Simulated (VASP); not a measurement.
# PtS2 (P-3m1) in VASP: notebook, part 7 of 9

VASP 6.6.1. The steps go on from the part before.

### 75 Equation of state, r2SCAN, 17.71 Å³/atom

Input file INCAR:

```
PREC     = Normal         # precision mode
ENCUT    = 400            # plane-wave cutoff, eV
EDIFF    = 1E-4           # SCF threshold, eV
ISMEAR   = 0              # smearing method
SIGMA    = 0.05           # smearing width, eV
LREAL    = Auto         
LASPH    = T              # aspherical terms in the spheres
NELM     = 100            # most SCF steps
ALGO     = Normal         # electronic algorithm
ISIF     = 2              # what is computed and relaxed
LWAVE    = F              # write WAVECAR
LCHARG   = F              # write CHGCAR
METAGGA  = R2SCAN         # meta-GGA
LMIXTAU  = T            
ADDGRID  = F
```

Input file KPOINTS:

```
Automatic mesh
0
Gamma
  4 4 2
```

Input file POSCAR:

```
PtS2
1.0
    3.5074076539      0.0000000000      0.0000000000
   -1.7537038269      3.0375041297      0.0000000000
    0.0000000000      0.0000000000      4.9878995503
Pt S
1 2
Direct
    0.0000000000      0.0000000000      0.0000000000
    0.6666666667      0.3333333333      0.7730000000
    0.3333333333      0.6666666667      0.2270000000
```

Potentials or basis: VASP PAW PBE potentials, release 64 (Pt, S).

Launch:

```bash
$ cat potpaw_PBE.64/Pt/POTCAR potpaw_PBE.64/S/POTCAR > POTCAR
$ mpirun -np 1 vasp_std > vasp.out
```

Run time: 11 s. Hardware: 1 thread of Intel Xeon Platinum 8559C (Emerald Rapids), shared host; peak memory 0.12 GiB.

The run converged, but some of its settings lie outside the range that counts as converged, so its numbers aren't taken as properties of the crystal.

What came out:

* Free energy: -68.6316 eV
* Pressure: 14.6 GPa
* Largest force: 1.806 eV/Å
* Band gap on the k mesh: 1.37 eV, indirect (least direct gap 2.00 eV)

Caveat: the k mesh is coarse (spacing up to 0.63 Å⁻¹), so the values aren't converged; the PAW data sets were made with another functional, which shifts forces and pressure a little; spin-orbit coupling is left out, which moves the levels of the heavy elements.

### 76 Equation of state, r2SCAN, 18.81 Å³/atom

INCAR is that of step 75.

KPOINTS is that of step 75.

Input file POSCAR:

```
PtS2
1.0
    3.5782834698      0.0000000000      0.0000000000
   -1.7891417349      3.0988843868      0.0000000000
    0.0000000000      0.0000000000      5.0886923537
Pt S
1 2
Direct
    0.0000000000      0.0000000000      0.0000000000
    0.6666666667      0.3333333333      0.7730000000
    0.3333333333      0.6666666667      0.2270000000
```

Launch:

```bash
$ cat potpaw_PBE.64/Pt/POTCAR potpaw_PBE.64/S/POTCAR > POTCAR
$ mpirun -np 1 vasp_std > vasp.out
```

Run time: 13 s. Hardware: 1 thread of Intel Xeon Platinum 8559C (Emerald Rapids), shared host; peak memory 0.12 GiB.

The run converged, but some of its settings lie outside the range that counts as converged, so its numbers aren't taken as properties of the crystal.

Results:

| Property | Result |
| --- | --- |
| Free energy | -68.8227 eV |
| Pressure | 4.0 GPa |
| Largest force | 0.831 eV/Å |
| Band gap on the k mesh | 1.27 eV, indirect (least direct gap 1.93 eV) |

Caveat: the k mesh is coarse (spacing up to 0.62 Å⁻¹), so the values aren't converged; the PAW data sets were made with another functional, which shifts forces and pressure a little; spin-orbit coupling is left out, which moves the levels of the heavy elements.

### 77 Equation of state, r2SCAN, 17.71 Å³/atom

Input file INCAR:

```
PREC     = Accurate       # precision mode
ENCUT    = 600            # plane-wave cutoff, eV
EDIFF    = 1E-7           # SCF threshold, eV
ISMEAR   = 0              # smearing method
SIGMA    = 0.05           # smearing width, eV
LREAL    = F              # projectors in reciprocal space
LASPH    = T              # aspherical terms in the spheres
NELM     = 100            # most SCF steps
ALGO     = Normal         # electronic algorithm
ISIF     = 2              # what is computed and relaxed
LWAVE    = F              # write WAVECAR
LCHARG   = F              # write CHGCAR
METAGGA  = R2SCAN         # meta-GGA
LMIXTAU  = T            
ADDGRID  = F
```

Input file KPOINTS:

```
Automatic mesh
0
Gamma
  3 3 2
```

Input file POSCAR:

```
PtS2
1.0
    3.5074076539      0.0000000000      0.0000000000
   -1.7537038269      3.0375041297      0.0000000000
    0.0000000000      0.0000000000      4.9878995503
Pt S
1 2
Direct
    0.0000000000      0.0000000000      0.0000000000
    0.6666666667      0.3333333333      0.7730000000
    0.3333333333      0.6666666667      0.2270000000
```

Launch:

```bash
$ cat potpaw_PBE.64/Pt/POTCAR potpaw_PBE.64/S/POTCAR > POTCAR
$ mpirun -np 1 vasp_std > vasp.out
```

Run time: 21 s. Hardware: 1 thread of Intel Xeon Platinum 8559C (Emerald Rapids), shared host; peak memory 0.18 GiB.

The run converged, but some of its settings lie outside the range that counts as converged, so its numbers aren't taken as properties of the crystal.

What came out:

| Property | Result |
| --- | --- |
| Free energy | -68.7248 eV |
| Pressure | 14.5 GPa |
| Largest force | 1.607 eV/Å |
| Band gap on the k mesh | 1.39 eV, indirect (least direct gap 2.73 eV) |

Caveat: the k mesh is coarse (spacing up to 0.69 Å⁻¹), so the values aren't converged; the PAW data sets were made with another functional, which shifts forces and pressure a little; spin-orbit coupling is left out, which moves the levels of the heavy elements; an odd mesh through Γ misses points on the zone boundary, where band edges often lie.

### 78 Equation of state, r2SCAN, 18.81 Å³/atom

INCAR is that of step 77.

KPOINTS is that of step 77.

Input file POSCAR:

```
PtS2
1.0
    3.5782834698      0.0000000000      0.0000000000
   -1.7891417349      3.0988843868      0.0000000000
    0.0000000000      0.0000000000      5.0886923537
Pt S
1 2
Direct
    0.0000000000      0.0000000000      0.0000000000
    0.6666666667      0.3333333333      0.7730000000
    0.3333333333      0.6666666667      0.2270000000
```

Potentials or basis: VASP PAW PBE potentials, release 64 (Pt, S).

Launch:

```bash
$ cat potpaw_PBE.64/Pt/POTCAR potpaw_PBE.64/S/POTCAR > POTCAR
$ mpirun -np 1 vasp_std > vasp.out
```

Wall time 25 s (1 thread of Intel Xeon Platinum 8559C (Emerald Rapids), shared host); peak memory 0.19 GiB.

The run converged, but some of its settings lie outside the range that counts as converged, so its numbers aren't taken as properties of the crystal.

What came out:

```yaml
Free_energy: -68.9072 eV
Pressure: 3.8 GPa
Largest_force: 0.677 eV/Å
Band_gap_on_the_k_mesh: 1.27 eV, indirect (least direct gap 2.52 eV)
```

Caveat: the k mesh is coarse (spacing up to 0.68 Å⁻¹), so the values aren't converged; the PAW data sets were made with another functional, which shifts forces and pressure a little; spin-orbit coupling is left out, which moves the levels of the heavy elements; an odd mesh through Γ misses points on the zone boundary, where band edges often lie.

### 79 Equation of state, r2SCAN, 17.71 Å³/atom

INCAR: that of step 78 with these lines changed.

```diff
@@ -1,3 +1,3 @@
 PREC     = Accurate       # precision mode
-ENCUT    = 600            # plane-wave cutoff, eV
+ENCUT    = 500            # plane-wave cutoff, eV
 EDIFF    = 1E-7           # SCF threshold, eV
```

Input file KPOINTS:

```
Automatic mesh
0
Gamma
  4 4 2
```

Input file POSCAR:

```
PtS2
1.0
    3.5074076539      0.0000000000      0.0000000000
   -1.7537038269      3.0375041297      0.0000000000
    0.0000000000      0.0000000000      4.9878995503
Pt S
1 2
Direct
    0.0000000000      0.0000000000      0.0000000000
    0.6666666667      0.3333333333      0.7730000000
    0.3333333333      0.6666666667      0.2270000000
```

Launch:

```bash
$ cat potpaw_PBE.64/Pt/POTCAR potpaw_PBE.64/S/POTCAR > POTCAR
$ mpirun -np 1 vasp_std > vasp.out
```

It took 22 s on 1 thread of Intel Xeon Platinum 8559C (Emerald Rapids), shared host; peak memory 0.17 GiB.

The run converged, but some of its settings lie outside the range that counts as converged, so its numbers aren't taken as properties of the crystal.

Results:

* Free energy: -68.6330 eV
* Pressure: 14.9 GPa
* Largest force: 1.809 eV/Å
* Band gap on the k mesh: 1.37 eV, indirect (least direct gap 2.00 eV)

Caveat: the k mesh is coarse (spacing up to 0.63 Å⁻¹), so the values aren't converged; the PAW data sets were made with another functional, which shifts forces and pressure a little; spin-orbit coupling is left out, which moves the levels of the heavy elements.

### 80 Equation of state, r2SCAN, 18.81 Å³/atom

INCAR is that of step 79.

KPOINTS is that of step 79.

Input file POSCAR:

```
PtS2
1.0
    3.5782834698      0.0000000000      0.0000000000
   -1.7891417349      3.0988843868      0.0000000000
    0.0000000000      0.0000000000      5.0886923537
Pt S
1 2
Direct
    0.0000000000      0.0000000000      0.0000000000
    0.6666666667      0.3333333333      0.7730000000
    0.3333333333      0.6666666667      0.2270000000
```

Launch:

```bash
$ cat potpaw_PBE.64/Pt/POTCAR potpaw_PBE.64/S/POTCAR > POTCAR
$ mpirun -np 1 vasp_std > vasp.out
```

Wall time 26 s (1 thread of Intel Xeon Platinum 8559C (Emerald Rapids), shared host); peak memory 0.17 GiB.

These settings aren't checked as converged: the numbers below hold their error.

What came out:

- Free energy: -68.8242 eV
- Pressure: 4.2 GPa
- Largest force: 0.848 eV/Å
- Band gap on the k mesh: 1.26 eV, indirect (least direct gap 1.93 eV)

Caveat: the k mesh is coarse (spacing up to 0.62 Å⁻¹), so the values aren't converged; the PAW data sets were made with another functional, which shifts forces and pressure a little; spin-orbit coupling is left out, which moves the levels of the heavy elements.

### 81 Equation of state, r2SCAN, 17.71 Å³/atom

INCAR: that of step 80 with these lines changed.

```diff
@@ -1,3 +1,3 @@
 PREC     = Accurate       # precision mode
-ENCUT    = 500            # plane-wave cutoff, eV
+ENCUT    = 600            # plane-wave cutoff, eV
 EDIFF    = 1E-7           # SCF threshold, eV
```

KPOINTS is that of step 80.

Input file POSCAR:

```
PtS2
1.0
    3.5074076539      0.0000000000      0.0000000000
   -1.7537038269      3.0375041297      0.0000000000
    0.0000000000      0.0000000000      4.9878995503
Pt S
1 2
Direct
    0.0000000000      0.0000000000      0.0000000000
    0.6666666667      0.3333333333      0.7730000000
    0.3333333333      0.6666666667      0.2270000000
```

Potentials or basis: VASP PAW PBE potentials, release 64 (Pt, S).

Launch:

```bash
$ cat potpaw_PBE.64/Pt/POTCAR potpaw_PBE.64/S/POTCAR > POTCAR
$ mpirun -np 1 vasp_std > vasp.out
```

Wall time 24 s (1 thread of Intel Xeon Platinum 8559C (Emerald Rapids), shared host); peak memory 0.17 GiB.

The run converged, but some of its settings lie outside the range that counts as converged, so its numbers aren't taken as properties of the crystal.

What came out:

| Quantity | Value |
| --- | --- |
| Free energy | -68.6329 eV |
| Pressure | 14.9 GPa |
| Largest force | 1.810 eV/Å |
| Band gap on the k mesh | 1.37 eV, indirect (least direct gap 2.00 eV) |

Caveat: the k mesh is coarse (spacing up to 0.63 Å⁻¹), so the values aren't converged; the PAW data sets were made with another functional, which shifts forces and pressure a little; spin-orbit coupling is left out, which moves the levels of the heavy elements.

### 82 Equation of state, r2SCAN, 18.81 Å³/atom

INCAR is that of step 81.

KPOINTS is that of step 81.

Input file POSCAR:

```
PtS2
1.0
    3.5782834698      0.0000000000      0.0000000000
   -1.7891417349      3.0988843868      0.0000000000
    0.0000000000      0.0000000000      5.0886923537
Pt S
1 2
Direct
    0.0000000000      0.0000000000      0.0000000000
    0.6666666667      0.3333333333      0.7730000000
    0.3333333333      0.6666666667      0.2270000000
```

Launch:

```bash
$ cat potpaw_PBE.64/Pt/POTCAR potpaw_PBE.64/S/POTCAR > POTCAR
$ mpirun -np 1 vasp_std > vasp.out
```

Run time: 30 s. Hardware: 1 thread of Intel Xeon Platinum 8559C (Emerald Rapids), shared host; peak memory 0.19 GiB.

These settings aren't checked as converged: the numbers below hold their error.

What came out:

* Free energy: -68.8242 eV
* Pressure: 4.2 GPa
* Largest force: 0.849 eV/Å
* Band gap on the k mesh: 1.26 eV, indirect (least direct gap 1.93 eV)

Caveat: the k mesh is coarse (spacing up to 0.62 Å⁻¹), so the values aren't converged; the PAW data sets were made with another functional, which shifts forces and pressure a little; spin-orbit coupling is left out, which moves the levels of the heavy elements.

### 83 Equation of state, r2SCAN, 17.71 Å³/atom

INCAR: that of step 82 with these lines changed.

```diff
@@ -1,3 +1,3 @@
 PREC     = Accurate       # precision mode
-ENCUT    = 600            # plane-wave cutoff, eV
+ENCUT    = 250            # plane-wave cutoff, eV
 EDIFF    = 1E-7           # SCF threshold, eV
```

Input file KPOINTS:

```
Automatic mesh
0
Gamma
  6 6 4
```

Input file POSCAR:

```
PtS2
1.0
    3.5074076539      0.0000000000      0.0000000000
   -1.7537038269      3.0375041297      0.0000000000
    0.0000000000      0.0000000000      4.9878995503
Pt S
1 2
Direct
    0.0000000000      0.0000000000      0.0000000000
    0.6666666667      0.3333333333      0.7730000000
    0.3333333333      0.6666666667      0.2270000000
```

Launch:

```bash
$ cat potpaw_PBE.64/Pt/POTCAR potpaw_PBE.64/S/POTCAR > POTCAR
$ mpirun -np 1 vasp_std > vasp.out
```

It took 28 s on 1 thread of Intel Xeon Platinum 8559C (Emerald Rapids), shared host; peak memory 0.12 GiB.

The run converged, but a check on its numbers failed (symmetry, net force, bounds or a known fault of this set-up), so they aren't taken as properties of the crystal.

Caveat: the cutoff lies under the usual one of these potentials, so the numbers hold a large basis-set error; the PAW data sets were made with another functional, which shifts forces and pressure a little; spin-orbit coupling is left out, which moves the levels of the heavy elements.

### 84 Equation of state, r2SCAN, 18.81 Å³/atom

INCAR is that of step 83.

KPOINTS is that of step 83.

Input file POSCAR:

```
PtS2
1.0
    3.5782834698      0.0000000000      0.0000000000
   -1.7891417349      3.0988843868      0.0000000000
    0.0000000000      0.0000000000      5.0886923537
Pt S
1 2
Direct
    0.0000000000      0.0000000000      0.0000000000
    0.6666666667      0.3333333333      0.7730000000
    0.3333333333      0.6666666667      0.2270000000
```

Potentials or basis: VASP PAW PBE potentials, release 64 (Pt, S).

Launch:

```bash
$ cat potpaw_PBE.64/Pt/POTCAR potpaw_PBE.64/S/POTCAR > POTCAR
$ mpirun -np 1 vasp_std > vasp.out
```

It took 25 s on 1 thread of Intel Xeon Platinum 8559C (Emerald Rapids), shared host; peak memory 0.12 GiB.

The run converged, but a check on its numbers failed (symmetry, net force, bounds or a known fault of this set-up), so they aren't taken as properties of the crystal.

Caveat: the cutoff lies under the usual one of these potentials, so the numbers hold a large basis-set error; the PAW data sets were made with another functional, which shifts forces and pressure a little; spin-orbit coupling is left out, which moves the levels of the heavy elements.

### 85 Equation of state, r2SCAN, 17.71 Å³/atom

INCAR: that of step 84 with these lines changed.

```diff
@@ -1,3 +1,3 @@
 PREC     = Accurate       # precision mode
-ENCUT    = 250            # plane-wave cutoff, eV
+ENCUT    = 300            # plane-wave cutoff, eV
 EDIFF    = 1E-7           # SCF threshold, eV
```

KPOINTS is that of step 84.

Input file POSCAR:

```
PtS2
1.0
    3.5074076539      0.0000000000      0.0000000000
   -1.7537038269      3.0375041297      0.0000000000
    0.0000000000      0.0000000000      4.9878995503
Pt S
1 2
Direct
    0.0000000000      0.0000000000      0.0000000000
    0.6666666667      0.3333333333      0.7730000000
    0.3333333333      0.6666666667      0.2270000000
```

Launch:

```bash
$ cat potpaw_PBE.64/Pt/POTCAR potpaw_PBE.64/S/POTCAR > POTCAR
$ mpirun -np 1 vasp_std > vasp.out
```

Run time: 31 s. Hardware: 1 thread of Intel Xeon Platinum 8559C (Emerald Rapids), shared host; peak memory 0.13 GiB.

The run converged, but some of its settings lie outside the range that counts as converged, so its numbers aren't taken as properties of the crystal.

What came out:

```yaml
Free_energy: -68.6142 eV
Pressure: 14.7 GPa
Largest_force: 1.716 eV/Å
Band_gap_on_the_k_mesh: 1.17 eV, indirect (least direct gap 1.73 eV)
```

Caveat: the cutoff is under 1.25 times the usual one of these potentials, so pressure, stress and relaxed cells hold a basis-set (Pulay) error; the PAW data sets were made with another functional, which shifts forces and pressure a little; spin-orbit coupling is left out, which moves the levels of the heavy elements.

### 86 Equation of state, r2SCAN, 18.81 Å³/atom

INCAR is that of step 85.

KPOINTS is that of step 85.

Input file POSCAR:

```
PtS2
1.0
    3.5782834698      0.0000000000      0.0000000000
   -1.7891417349      3.0988843868      0.0000000000
    0.0000000000      0.0000000000      5.0886923537
Pt S
1 2
Direct
    0.0000000000      0.0000000000      0.0000000000
    0.6666666667      0.3333333333      0.7730000000
    0.3333333333      0.6666666667      0.2270000000
```

Launch:

```bash
$ cat potpaw_PBE.64/Pt/POTCAR potpaw_PBE.64/S/POTCAR > POTCAR
$ mpirun -np 1 vasp_std > vasp.out
```

Wall time 31 s (1 thread of Intel Xeon Platinum 8559C (Emerald Rapids), shared host); peak memory 0.14 GiB.

The run converged, but some of its settings lie outside the range that counts as converged, so its numbers aren't taken as properties of the crystal.

Results:

```
Free energy            : -68.8091 eV
Pressure               : 4.0 GPa
Largest force          : 0.768 eV/Å
Band gap on the k mesh : 1.10 eV, indirect (least direct gap 1.62 eV)
```

Caveat: the cutoff is under 1.25 times the usual one of these potentials, so pressure, stress and relaxed cells hold a basis-set (Pulay) error; the PAW data sets were made with another functional, which shifts forces and pressure a little; spin-orbit coupling is left out, which moves the levels of the heavy elements.

### 87 Equation of state, r2SCAN, 17.71 Å³/atom

INCAR: that of step 86 with these lines changed.

```diff
@@ -1,3 +1,3 @@
 PREC     = Accurate       # precision mode
-ENCUT    = 300            # plane-wave cutoff, eV
+ENCUT    = 900            # plane-wave cutoff, eV
 EDIFF    = 1E-7           # SCF threshold, eV
```

Input file KPOINTS:

```
Automatic mesh
0
Gamma
  4 4 2
```

Input file POSCAR:

```
PtS2
1.0
    3.5074076539      0.0000000000      0.0000000000
   -1.7537038269      3.0375041297      0.0000000000
    0.0000000000      0.0000000000      4.9878995503
Pt S
1 2
Direct
    0.0000000000      0.0000000000      0.0000000000
    0.6666666667      0.3333333333      0.7730000000
    0.3333333333      0.6666666667      0.2270000000
```

Potentials or basis: VASP PAW PBE potentials, release 64 (Pt, S).

Launch:

```bash
$ cat potpaw_PBE.64/Pt/POTCAR potpaw_PBE.64/S/POTCAR > POTCAR
$ mpirun -np 1 vasp_std > vasp.out
```

Run time: 38 s. Hardware: 1 thread of Intel Xeon Platinum 8559C (Emerald Rapids), shared host; peak memory 0.26 GiB.

These settings aren't checked as converged: the numbers below hold their error.

What came out:

```
Free energy            : -68.6355 eV
Pressure               : 15.0 GPa
Largest force          : 1.809 eV/Å
Band gap on the k mesh : 1.37 eV, indirect (least direct gap 2.00 eV)
```

Caveat: the k mesh is coarse (spacing up to 0.63 Å⁻¹), so the values aren't converged; the PAW data sets were made with another functional, which shifts forces and pressure a little; spin-orbit coupling is left out, which moves the levels of the heavy elements.

### 88 Equation of state, r2SCAN, 18.81 Å³/atom

INCAR is that of step 87.

KPOINTS is that of step 87.

Input file POSCAR:

```
PtS2
1.0
    3.5782834698      0.0000000000      0.0000000000
   -1.7891417349      3.0988843868      0.0000000000
    0.0000000000      0.0000000000      5.0886923537
Pt S
1 2
Direct
    0.0000000000      0.0000000000      0.0000000000
    0.6666666667      0.3333333333      0.7730000000
    0.3333333333      0.6666666667      0.2270000000
```

Launch:

```bash
$ cat potpaw_PBE.64/Pt/POTCAR potpaw_PBE.64/S/POTCAR > POTCAR
$ mpirun -np 1 vasp_std > vasp.out
```

It took 38 s on 1 thread of Intel Xeon Platinum 8559C (Emerald Rapids), shared host; peak memory 0.26 GiB.

The run converged, but some of its settings lie outside the range that counts as converged, so its numbers aren't taken as properties of the crystal.

Results:

```
Free energy            : -68.8268 eV
Pressure               : 4.2 GPa
Largest force          : 0.848 eV/Å
Band gap on the k mesh : 1.26 eV, indirect (least direct gap 1.93 eV)
```

Caveat: the k mesh is coarse (spacing up to 0.62 Å⁻¹), so the values aren't converged; the PAW data sets were made with another functional, which shifts forces and pressure a little; spin-orbit coupling is left out, which moves the levels of the heavy elements.

(Continued in part 8 of 9.)
